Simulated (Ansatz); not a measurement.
## C under changes of volume

One of the cells (5.672 Å³/atom); the others are scaled copies at fixed shape and fractional positions:

```
CELL_PARAMETERS angstrom
0.00000 1.78337 1.78337
1.78337 0.00000 1.78337
1.78337 1.78337 0.00000
ATOMIC_POSITIONS crystal
C 0.75000 0.75000 0.75000
C 0.50000 0.50000 0.50000
```

This isn't the form of C at room conditions, which is graphite.

| Quantity | Value |
| --- | --- |
| Program | Ansatz 0.2.0 |
| Functional | PBE |
| Potentials or basis | Ansatz PAW |
| Cutoff | 420 eV (not typed: the program's choice for these potentials) |
| k mesh | 13 × 13 × 13 |
| Occupations | fermi-dirac, width 0.05 eV |
| Spin | no spin polarisation |

```csv
volume (Å³/atom),energy over the lowest point (meV/atom),pressure (GPa),gap on the mesh (eV)
5.332,?,?,?
5.445,15.80,21.1,4.24
5.558,4.51,11.0,4.20
5.672,0.00,1.8,4.15
5.785,1.76,-6.6,4.11
5.899,9.18,-14.3,4.07
6.012,21.80,-21.2,4.03
```

Question: What does the run at 5.332 Å³/atom give?

Answer: Energy over the lowest point 34.65 meV/atom; pressure 32.2 GPa; gap on the mesh 4.29 eV.

Worked out: A Birch-Murnaghan fit of order 3 (a polynomial in V^(-2/3)) to the other rows has its minimum at 5.70 Å³/atom with B0 = V·E''(V) = 433 GPa and B' = 3.5. It gives 34.49 meV/atom at 5.332 Å³/atom, against the run's 34.65, and -dE/dV = 32.1 GPa, against 32.2. A straight line through the other rows of the gap, of slope -2.13 eV per unit of ln V, extrapolates to 4.29 eV, against the run's 4.29.

Energies are extrapolated to zero smearing.

Caveats: odd divisions of the mesh miss points on the zone boundary, where band edges often lie, so the gap on the mesh can be too wide.

A mesh can miss the band edges.
